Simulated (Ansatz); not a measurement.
Input of an Ansatz 0.2.0 run:

Contents of input.yaml:

```yaml
crystal:
  lattice:
    - [3.13193, 0.0, 0.0]
    - [0.0, 3.13193, 0.0]
    - [0.0, 0.0, 3.13193]
  atoms:
    - { symbol: Sn, position: [0.0, 0.0, 0.0] }
    - { symbol: O, position: [0.5, 0.5, 0.5] }
kpoints:
  mp_grid: { grid: [5, 5, 5] }
scf:
  occupations: { method: fermi_dirac, width: 0.03 }
hamiltonian:
  xc: pbe
  pseudopotentials: { kind: all_electron, lapw: { basis_error: 0.002 } }
output:
  forces: true
  stress: true
  eigenvalues: true
```

Potentials or basis: all-electron LAPW, scalar-relativistic.

Command:

```sh
$ ansatz run input.yaml --threads 1 --pin off --max-ram 3072MiB --backend cpu --events-out ev --progress --plain --runs-dir out
```

Problem. Estimate the pressure.

Solution. 0.2 GPa.

Problem. Estimate the band gap on the k mesh.

Solution. 1.26 eV, indirect (least direct gap 1.81 eV).

Caveat: spin-orbit coupling is left out, which moves the levels of the heavy elements; an odd mesh through Γ misses points on the zone boundary, where band edges often lie.
